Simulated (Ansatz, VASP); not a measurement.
**One calculation of TaN, two programs**

```
CELL_PARAMETERS angstrom
3.15141 0.00000 0.00000
-1.57571 2.72920 0.00000
0.00000 0.00000 6.10291
ATOMIC_POSITIONS crystal
Ta 0.33333 0.66667 0.03062
Ta 0.66667 0.33333 0.53062
N 0.33333 0.66667 0.35438
N 0.66667 0.33333 0.85438
```

Alike in both runs: functional PBE; k mesh 6 × 6 × 4; occupations gaussian, width 0.1 eV; no spin polarisation.

Ansatz relaxed the structure, and its values are those at the end. VASP's run is a single point on that final structure, the one shown.

|  | VASP | Ansatz |
| --- | --- | --- |
| version | VASP 6.6.1 | Ansatz 0.2.0 |
| potentials or method | VASP PAW PBE potentials, release 64 (Ta_pv, N) | scalar-relativistic, plane waves, PAW |
| plane-wave cutoff (eV) | 520 | 420 |
| valence electrons in the cell | 32 | 36 |

```csv
,VASP,Ansatz,Ansatz less VASP
gap on the k mesh at the Fermi level (eV),none,none,-
pressure (GPa),0.6,0.0,-0.55
rms of the force components (eV/Å),0.017,0.006,-0.0111
```

A gap of «none» marks a metal or a gap that the smearing closes. The two sets of potentials don't hold the same shells in valence.

Caveats: the k mesh is coarse (spacing up to 0.38 Å⁻¹), so the values aren't converged. The runs have no spin-orbit coupling, so splittings on Ta are missing.
